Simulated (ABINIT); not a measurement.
# TiC (Fm-3m) in ABINIT: further runs, part 2 of 2

ABINIT 10.8.3 (patched build).

## (3) Equation of state, PBE

Input file run.py:

```python
import json, os
import numpy as np
from ase.eos import EquationOfState
from ase.units import GPa
from ase.calculators.abinit import Abinit, AbinitProfile
from ase import Atoms

atoms = Atoms(['Ti', 'C'],
              cell=[[0.0, 2.1657188437, 2.1657188437], [2.1657188437, 0.0, 2.1657188437], [2.1657188437, 2.1657188437, 0.0]],
              scaled_positions=[[0.0, 0.0, 0.0], [0.5, 0.5, 0.5]],
              pbc=True)

profile = AbinitProfile(command='abinit', pp_paths=[os.path.abspath('pseudos')])
params = dict(
    pps='pawxml', xc='PBE',
    ecut=517.0163,
    pawecutdg=1034.0327,
    pawxcdev=0,
    kptopt=1,
    ngkpt=[11, 11, 11],
    nshiftk=1,
    shiftk=[0.0, 0.0, 0.0],
    ixc=11,
    nband=12,
    occopt=3,
    tsmear=0.05,
    nstep=100,
    tolvrs=1e-09,
    prtwf=0,
    prtden=0,
)

cell0 = atoms.cell.copy()
volumes, energies = [], []
for i, x in enumerate([0.94, 0.96, 0.98, 1.0, 1.02, 1.04, 1.06]):
    atoms.set_cell(cell0 * x ** (1 / 3), scale_atoms=True)
    atoms.calc = Abinit(profile=profile, directory=f'v{i}', **params)
    volumes.append(atoms.get_volume() / len(atoms))
    energies.append(atoms.get_potential_energy(force_consistent=True) / len(atoms))
    print(f'{x:5.2f} {volumes[-1]:10.5f} A^3/atom {energies[-1]:14.6f} eV/atom', flush=True)
    json.dump(dict(volumes=volumes, energies=energies), open('results.json', 'w'))
v0, e0, b0 = EquationOfState(volumes, energies, eos='birchmurnaghan').fit()
print(f'V0 {v0:.4f} A^3/atom  E0 {e0:.6f} eV/atom  B0 {b0 / GPa:.2f} GPa')
```

Potentials or basis: JTH PAW PBE v2.0.

Started as:

```sh
python run.py
```

The program printed:

```text
0.94    9.54848 A^3/atom    -876.956712 eV/atom
 0.96    9.75164 A^3/atom    -876.976139 eV/atom
 0.98    9.95479 A^3/atom    -876.987652 eV/atom
 1.00   10.15795 A^3/atom    -876.991835 eV/atom
 1.02   10.36111 A^3/atom    -876.989690 eV/atom
 1.04   10.56427 A^3/atom    -876.981751 eV/atom
 1.06   10.76743 A^3/atom    -876.968903 eV/atom
V0 10.1869 A^3/atom  E0 -876.991899 eV/atom  B0 248.45 GPa
```

abinit.in:

```text
ecut 517.0163 eV
ixc 11
kptopt 1
natom 2
nband 12
ngkpt
11 11 11
nshiftk 1
nsppol 1
nstep 100
occopt 3
pawecutdg 1034.0327 eV
pawxcdev 0
prtden 0
prtwf 0
shiftk
0.0 0.0 0.0
tolvrs 1e-09
tsmear 0.05 eV
#Definition of the unit cell
acell
1.00000000000000 1.00000000000000 1.00000000000000 Angstrom
rprim
0.00000000000000 2.20819470279794 2.20819470279794
2.20819470279794 0.00000000000000 2.20819470279794
2.20819470279794 2.20819470279794 0.00000000000000
chkprim 0 # Allow non-primitive cells
#Definition of the atom types
ntypat 2
znucl 6 22
#Enumerate different atomic species
typat
 2 1
pseudos "./pseudos/C.GGA_PBE-JTH.xml,
./pseudos/Ti.GGA_PBE-JTH.xml"
#Definition of the atoms
xcart
0.00000000000000 0.00000000000000 0.00000000000000
4.17288322081197 4.17288322081197 4.17288322081197
chkexit 1 # abinit.exit file in the running directory terminates after the current SCF
```

abinit.abo:

```text
.Version 10.8.3 of ABINIT
 Symmetries : space group Fm -3 m (#225); Bravais cF (face-center cubic)
================================================================================
 Values of the parameters that define the memory need of the present run
     intxc =       0    ionmov =       0      iscf =      17    lmnmax =      18
     lnmax =       6     mgfft =      24  mpssoang =       3    mqgrid =    3001
     natom =       2  nloc_mem =       2    nspden =       1   nspinor =       1
    nsppol =       1      nsym =      48    n1xccc =       1    ntypat =       2
    occopt =       3   xclevel =       2
       mpw =         584          nfft =       13824          nkpt =          56
 PAW method is used; the additional fine FFT grid is defined by:
   mgfftf=        36    nfftf =     46656
================================================================================
================================================================================

--------------------------------------------------------------------------------
------------- Echo of variables that govern the present computation ------------
--------------------------------------------------------------------------------
 -outvars: echo values of preprocessed input variables --------
            acell      1.8897261259E+00  1.8897261259E+00  1.8897261259E+00 Bohr
              amu      1.20110000E+01  4.78800000E+01
          chkexit           1
          chkprim           0
             ecut      1.89999986E+01 Hartree
                       outvar_i_n : Printing only first  50 k-points.
              ixc          11
                       outvar_i_n : Printing only first  50 k-points.
         kptrlatt       11    0    0      0   11    0      0    0   11
          kptrlen      6.49148285E+01
            natom           2
            nband          12
            ngfft          24      24      24
          ngfftdg          36      36      36
             nkpt          56
            nstep         100
             nsym          48
           ntypat           2
                       prtocc : prtvol=0, do not print more k-points.
           occopt           3
        pawecutdg      3.80000008E+01 Hartree
         pawxcdev           0
           prtden           0
            prtwf           0
            rprim      0.0000000000E+00  2.2081947028E+00  2.2081947028E+00
                       2.2081947028E+00  0.0000000000E+00  2.2081947028E+00
                       2.2081947028E+00  2.2081947028E+00  0.0000000000E+00
          spgroup         225
           tolvrs      1.00000000E-09
           tsmear      1.83746611E-03 Hartree
            typat      2  1
           useylm           1
                       outvars : Printing only first  50 k-points.
           xangst      0.0000000000E+00  0.0000000000E+00  0.0000000000E+00
                       2.2081947028E+00  2.2081947028E+00  2.2081947028E+00
            xcart      0.0000000000E+00  0.0000000000E+00  0.0000000000E+00
                       4.1728832210E+00  4.1728832210E+00  4.1728832210E+00
             xred      0.0000000000E+00  0.0000000000E+00  0.0000000000E+00
                       5.0000000000E-01  5.0000000000E-01  5.0000000000E-01
[... 135 lines left out ...]
    1      0.00000000000000     0.00000000000000     0.00000000000000
    2      2.20819470279794     2.20819470279794     2.20819470279794

 cartesian forces (hartree/bohr) at end:
    1     -0.00000000000000    -0.00000000000000    -0.00000000000000
    2     -0.00000000000000    -0.00000000000000    -0.00000000000000
 frms,max,avg= 0.0000000E+00 0.0000000E+00   0.000E+00  0.000E+00  0.000E+00 h/b

 cartesian forces (eV/Angstrom) at end:
    1     -0.00000000000000    -0.00000000000000    -0.00000000000000
    2     -0.00000000000000    -0.00000000000000    -0.00000000000000
 frms,max,avg= 0.0000000E+00 0.0000000E+00   0.000E+00  0.000E+00  0.000E+00 e/A
 length scales=  1.889726125908  1.889726125908  1.889726125908 bohr
              =  1.000000000000  1.000000000000  1.000000000000 angstroms
 Fermi (or HOMO) energy (hartree) =   0.30830   Average Vxc (hartree)=  -0.44255
 Eigenvalues (hartree) for nkpt=  56  k points:
 kpt#   1, nband= 12, wtk=  0.00075, kpt=  0.0000  0.0000  0.0000 (reduced coord)
  -1.77855   -0.89857   -0.89857   -0.89857   -0.13976    0.33079    0.33079    0.33079
   0.36484    0.36484    0.36511    0.36511
      occupation numbers for kpt#   1
   2.00000    2.00000    2.00000    2.00000    2.00000    0.00001    0.00001    0.00001
   0.00000    0.00000    0.00000    0.00000
 prteigrs : prtvol=0 or 1, do not print more k-points.

--- !EnergyTerms
iteration_state     : {dtset: 1, }
comment             : Components of total free energy in Hartree
kinetic             :  1.09208646682710E+01
hartree             :  1.11906002895294E+01
xc                  : -5.39791563812901E+00
Ewald energy        : -5.02166154921198E+01
psp_core            :  3.28861968166433E+00
local_psp           : -3.48152771169428E+01
PAW spherical_terms :  5.73788455962943E-01
internal            : -6.44559351517639E+01
'-kT*entropy'       : -9.03215209405976E-05
total_energy        : -6.44560254732848E+01
total_energy_eV     : -1.75393780503434E+03
...

--- !EnergyTermsDC
iteration_state     : {dtset: 1, }
comment             : '"Double-counting" decomposition of free energy'
band_energy         : -7.82920687844456E+00
Ewald energy        : -5.02166154921198E+01
psp_core            :  3.28861968166433E+00
xc_dc               : -1.07371591346625E+01
PAW spherical_terms :  1.03842491706997E+00
internal            : -6.44559369064926E+01
'-kT*entropy'       : -9.03215209405976E-05
total_energy_dc     : -6.44560272280135E+01
total_energy_dc_eV  : -1.75393785278294E+03
...

--- !EnergyTermsWithPAWCore
iteration_state     : {dtset: 1, }
comment             : 'Components of total free energy, including PAW core contributions'
Total energy        : -8.91972980586391E+02
Total energy DC     : -8.91972982341120E+02
Total energy (eV)   : -2.42718212957152E+04
Total energy DC (eV): -2.42718213434638E+04
...

 Cartesian components of stress tensor (hartree/bohr^3)
  sigma(1 1)=  4.23133312E-04  sigma(3 2)=  0.00000000E+00
  sigma(2 2)=  4.23133312E-04  sigma(3 1)=  0.00000000E+00
  sigma(3 3)=  4.23133312E-04  sigma(2 1)=  0.00000000E+00

-Cartesian components of stress tensor (GPa)         [Pressure= -1.2449E+01 GPa]
- sigma(1 1)=  1.24490118E+01  sigma(3 2)=  0.00000000E+00
- sigma(2 2)=  1.24490118E+01  sigma(3 1)=  0.00000000E+00
- sigma(3 3)=  1.24490118E+01  sigma(2 1)=  0.00000000E+00

== END DATASET(S) ==============================================================
================================================================================

 -outvars: echo values of variables after computation  --------
            acell      1.8897261259E+00  1.8897261259E+00  1.8897261259E+00 Bohr
           etotal     -6.4456027228E+01
            fcart     -0.0000000000E+00 -0.0000000000E+00 -0.0000000000E+00
                      -0.0000000000E+00 -0.0000000000E+00 -0.0000000000E+00
            rprim      0.0000000000E+00  2.2081947028E+00  2.2081947028E+00
                       2.2081947028E+00  0.0000000000E+00  2.2081947028E+00
                       2.2081947028E+00  2.2081947028E+00  0.0000000000E+00
           strten      4.2313331154E-04  4.2313331154E-04  4.2313331154E-04
                       0.0000000000E+00  0.0000000000E+00  0.0000000000E+00
           xangst      0.0000000000E+00  0.0000000000E+00  0.0000000000E+00
                       2.2081947028E+00  2.2081947028E+00  2.2081947028E+00
             xred      0.0000000000E+00  0.0000000000E+00  0.0000000000E+00
                       5.0000000000E-01  5.0000000000E-01  5.0000000000E-01
 Calculation completed.
```

Run time: 1.9 min. Hardware: 1 thread of Arm Neoverse V1, shared host; peak memory 0.1 GiB.

Results:

```
Equilibrium volume                      : 10.19 Å³/atom
Bulk modulus                            : 248 GPa
Pressure derivative of the bulk modulus : 4.9 (rough: it moves with the points fitted)
```

Energy against volume, from the lowest point:
```csv
volume (Å³/atom),energy (meV/atom)
9.548,35.12
9.752,15.70
9.955,4.18
10.158,0.00
10.361,2.15
10.564,10.08
10.767,22.93
```

Caveat: pressures at fixed basis lie under the slope of the energies; the log and the count of SCF iterations are those of the last ABINIT call alone.

## (4) Equation of state, PBE+D3

Changes to run.py since step 3:

```diff
@@ -4,2 +4,4 @@
 from ase.units import GPa
+from ase.calculators.mixing import SumCalculator
+from dftd3.ase import DFTD3
 from ase.calculators.abinit import Abinit, AbinitProfile
@@ -36,8 +38,9 @@
     atoms.set_cell(cell0 * x ** (1 / 3), scale_atoms=True)
-    atoms.calc = Abinit(profile=profile, directory=f'v{i}', **params)
+    atoms.calc = SumCalculator([Abinit(profile=profile, directory=f'v{i}', **params), DFTD3(method='pbe', damping='d3zero')])
     volumes.append(atoms.get_volume() / len(atoms))
-    energies.append(atoms.get_potential_energy(force_consistent=True) / len(atoms))
+    dft, disp = atoms.calc.mixer.calcs
+    energies.append((dft.get_property('free_energy', atoms) + disp.get_property('energy', atoms)) / len(atoms))
     print(f'{x:5.2f} {volumes[-1]:10.5f} A^3/atom {energies[-1]:14.6f} eV/atom', flush=True)
     json.dump(dict(volumes=volumes, energies=energies), open('results.json', 'w'))
-v0, e0, b0 = EquationOfState(volumes, energies, eos='birchmurnaghan').fit()
+v0, e0, b0 = EquationOfState(volumes, energies, eos='sjeos').fit()
 print(f'V0 {v0:.4f} A^3/atom  E0 {e0:.6f} eV/atom  B0 {b0 / GPa:.2f} GPa')
```

Started as:

```sh
python run.py
```

Wall time 1.9 min (1 thread of Arm Neoverse V1, shared host); peak memory 0.1 GiB.

The run converged. Its results:

```
Equilibrium volume                      : 9.98 Å³/atom
Bulk modulus                            : 266 GPa
Pressure derivative of the bulk modulus : 4.8 (rough: it moves with the points fitted)
```

Energy against volume, from the lowest point:
```tsv
volume (Å³/atom)	energy (meV/atom)
9.548	16.62
9.752	4.48
9.955	0.00
10.158	2.62
10.361	11.35
10.564	25.68
10.767	44.73
```

Caveat: pressures at fixed basis lie under the slope of the energies; the log and the count of SCF iterations are those of the last ABINIT call alone.

## (5) Equation of state, PBE+D3(BJ)

Changes to run.py since step 4:

```diff
@@ -38,3 +38,3 @@
     atoms.set_cell(cell0 * x ** (1 / 3), scale_atoms=True)
-    atoms.calc = SumCalculator([Abinit(profile=profile, directory=f'v{i}', **params), DFTD3(method='pbe', damping='d3zero')])
+    atoms.calc = SumCalculator([Abinit(profile=profile, directory=f'v{i}', **params), DFTD3(method='pbe', damping='d3bj')])
     volumes.append(atoms.get_volume() / len(atoms))
@@ -44,3 +44,3 @@
     json.dump(dict(volumes=volumes, energies=energies), open('results.json', 'w'))
-v0, e0, b0 = EquationOfState(volumes, energies, eos='sjeos').fit()
+v0, e0, b0 = EquationOfState(volumes, energies, eos='murnaghan').fit()
 print(f'V0 {v0:.4f} A^3/atom  E0 {e0:.6f} eV/atom  B0 {b0 / GPa:.2f} GPa')
```

Started as:

```sh
python run.py
```

Run time: 1.9 min. Hardware: 1 thread of Arm Neoverse V1, shared host; peak memory 0.1 GiB.

The run converged. Its results:

```
Equilibrium volume                      : 9.90 Å³/atom
Bulk modulus                            : 269 GPa
Pressure derivative of the bulk modulus : 4.9 (rough: it moves with the points fitted)
```

Energy against volume, from the lowest point:
| volume (Å³/atom) | energy (meV/atom) |
| --- | --- |
| 9.548 | 10.82 |
| 9.752 | 1.67 |
| 9.955 | 0.00 |
| 10.158 | 5.25 |
| 10.361 | 16.45 |
| 10.564 | 33.08 |
| 10.767 | 54.28 |

Caveat: pressures at fixed basis lie under the slope of the energies; the log and the count of SCF iterations are those of the last ABINIT call alone.

## (6) Equation of state, PBE+D4

Changes to run.py since step 5:

```diff
@@ -5,3 +5,3 @@
 from ase.calculators.mixing import SumCalculator
-from dftd3.ase import DFTD3
+from dftd4.ase import DFTD4
 from ase.calculators.abinit import Abinit, AbinitProfile
@@ -38,3 +38,3 @@
     atoms.set_cell(cell0 * x ** (1 / 3), scale_atoms=True)
-    atoms.calc = SumCalculator([Abinit(profile=profile, directory=f'v{i}', **params), DFTD3(method='pbe', damping='d3bj')])
+    atoms.calc = SumCalculator([Abinit(profile=profile, directory=f'v{i}', **params), DFTD4(method='pbe')])
     volumes.append(atoms.get_volume() / len(atoms))
@@ -44,3 +44,3 @@
     json.dump(dict(volumes=volumes, energies=energies), open('results.json', 'w'))
-v0, e0, b0 = EquationOfState(volumes, energies, eos='murnaghan').fit()
+v0, e0, b0 = EquationOfState(volumes, energies, eos='vinet').fit()
 print(f'V0 {v0:.4f} A^3/atom  E0 {e0:.6f} eV/atom  B0 {b0 / GPa:.2f} GPa')
```

Potentials or basis: JTH PAW PBE v2.0.

Started as:

```sh
python run.py
```

Run time: 2.1 min. Hardware: 1 thread of Arm Neoverse V1, shared host; peak memory 0.1 GiB.

Results (log left out):

```yaml
Equilibrium_volume: 9.99 Å³/atom
Bulk_modulus: 268 GPa
Pressure_derivative_of_the_bulk_modulus: "5.8 (rough: it moves with the points fitted)"
```

Energy against volume, from the lowest point:
| volume (Å³/atom) | energy (meV/atom) |
| --- | --- |
| 9.548 | 17.61 |
| 9.752 | 5.01 |
| 9.955 | 0.00 |
| 10.158 | 2.04 |
| 10.361 | 10.98 |
| 10.564 | 24.63 |
| 10.767 | 42.95 |

Caveat: pressures at fixed basis lie under the slope of the energies; the log and the count of SCF iterations are those of the last ABINIT call alone.

## (7) Overview

```csv
level,cutoff (eV),fine-grid cutoff,dispersion computed by,V0 of scaled cells (Å³/atom),B0 (GPa)
WC,626,1224.51 eV,-,9.95,266
PBE,517,1034.03 eV,-,10.19,248
PBE+D3,517,1034.03 eV,simple-dftd3 1.7.0,9.98,266
PBE+D3(BJ),517,1034.03 eV,simple-dftd3 1.7.0,9.90,269
PBE+D4,517,1034.03 eV,dftd4 4.3.1,9.99,268
```

Alike in all rows: task equation of state; potentials or basis JTH PAW PBE v2.0; no spin polarisation; cell as given; k mesh 11 × 11 × 11; smearing fermi-dirac 0.05 eV.

Caveats: pressures at fixed basis lie under the slope of the energies; the PAW data sets were made with another functional, which shifts forces and pressure a little (some runs).

Absolute energies hang on the potentials; compare differences alone.
